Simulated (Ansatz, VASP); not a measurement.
**KCl: VASP beside Ansatz**

The input INCAR:

```
SYSTEM = KCl
PREC     = Accurate       ! precision mode
ENCUT    = 520            ! plane-wave cutoff, eV
EDIFF    = 1E-6           ! SCF threshold, eV
ISMEAR   = -1             ! smearing method
SIGMA    = 0.02           ! smearing width, eV
LREAL    = .False.        ! projectors in reciprocal space
LASPH    = .True.         ! aspherical terms in the spheres
NELM     = 100            ! most SCF steps
ALGO     = Normal         ! electronic algorithm
ISIF     = 2              ! what is computed and relaxed
LWAVE    = .False.        ! write WAVECAR
LCHARG   = .True.         ! write CHGCAR
GGA      = PS             ! functional
LELF     = .True.         ! ELF
LVHAR    = .True.       
NBANDS   = 15             ! bands
```

The input KPOINTS:

```
Automatic mesh
0
Gamma
  7 7 7
  0 0 0
```

POSCAR

```
KCl
1.0
    3.5848858712      0.0000000000      0.0000000000
    0.0000000000      3.5848858712      0.0000000000
    0.0000000000      0.0000000000      3.5848858712
K Cl
1 1
Direct
    0.0000000000      0.0000000000      0.0000000000
    0.5000000000      0.5000000000      0.5000000000
```

Input for Ansatz:

```yaml
crystal:
  lattice:
    - [3.5848858712, 0.0, 0.0]
    - [0.0, 3.5848858712, 0.0]
    - [0.0, 0.0, 3.5848858712]
  atoms:
    - { symbol: K, position: [0.0, 0.0, 0.0] }
    - { symbol: Cl, position: [0.5, 0.5, 0.5] }
kpoints:
  mp_grid: { grid: [7, 7, 7] }
  band_path:
    path:
      - [0.0, 0.0, 0.0]
      - [0.0, 0.5, 0.0]
      - [0.5, 0.5, 0.0]
      - [0.0, 0.0, 0.0]
      - [0.5, 0.5, 0.5]
      - [0.0, 0.5, 0.0]
      - [0.5, 0.5, 0.5]
      - [0.5, 0.5, 0.0]
    npoints: 5
scf:
  occupations: { method: fermi_dirac, width: 0.02 }
hamiltonian:
  xc: pbesol
  pseudopotentials: { kind: all_electron, lapw: { basis_error: 0.0005 } }
output:
  forces: true
  stress: true
  eigenvalues: true
```

Change from the starting cell: volume scaled by 0.96.

Alike in both runs: task single point; functional PBEsol; k mesh 7 × 7 × 7; occupations fermi-dirac, width 0.02 eV; no spin polarisation.

|  | VASP | Ansatz |
| --- | --- | --- |
| version | VASP 6.6.1 | Ansatz 0.2.0 |
| potentials or method | VASP PAW PBE potentials, release 64 (K_sv, Cl) | all-electron LAPW, scalar-relativistic |
| plane-wave cutoff (eV) | 520 | see its input |

|  | VASP | Ansatz | Ansatz less VASP |
| --- | --- | --- | --- |
| gap on the k mesh at the Fermi level (eV) | 5.62 | 5.63 | +0.006 |
| pressure (GPa) | 3.9 | 3.7 | -0.12 |

Ansatz ran all-electron here, so the differences hold the error of VASP's frozen core and of both bases.

Caveats: the PAW data sets were made with another functional, which shifts forces and pressure a little (VASP); an odd mesh through Γ misses points on the zone boundary, where band edges often lie.
